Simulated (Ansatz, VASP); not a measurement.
**TiTe2 in VASP and in Ansatz**

```
Ti Te
1.0
     3.65889    0.00000    0.00000
    -1.82945    3.16869    0.00000
     0.00000    0.00000    6.92428
Ti Te
1 2
Direct
  0.00000 0.00000 0.00000
  0.66667 0.33333 0.26280
  0.33333 0.66667 0.73720
```

Alike in both runs: task single point; functional PBE; dispersion D3(BJ); k mesh 18 × 18 × 8; occupations gaussian, width 0.15 eV; no spin polarisation.

```csv
,VASP,Ansatz
version,VASP 6.6.1,Ansatz 0.2.0
potentials or method,"VASP PAW PBE potentials, release 64 (Ti_sv, Te)","scalar-relativistic, plane waves, PAW"
plane-wave cutoff (eV),520,420
valence electrons in the cell,24,44
```

Ansatz gave:

```
gap on the k mesh at the Fermi level (eV)       : none
pressure (GPa)                                  : -2.4
largest component of the traceless stress (GPa) : 2.42
rms of the force components (eV/Å)              : 0.188
```

Question: Which values does VASP return?

Answer: gap on the k mesh at the Fermi level (eV): none; pressure (GPa): -2.4; largest component of the traceless stress (GPa): 2.40; rms of the force components (eV/Å): 0.183.

Atom by atom the forces differ by 0.005 eV/Å (rms over components). A gap of «none» marks a metal or a gap that the smearing closes. The two sets of potentials don't hold the same shells in valence.

Spin-orbit coupling is left out, which matters for the levels of Te.
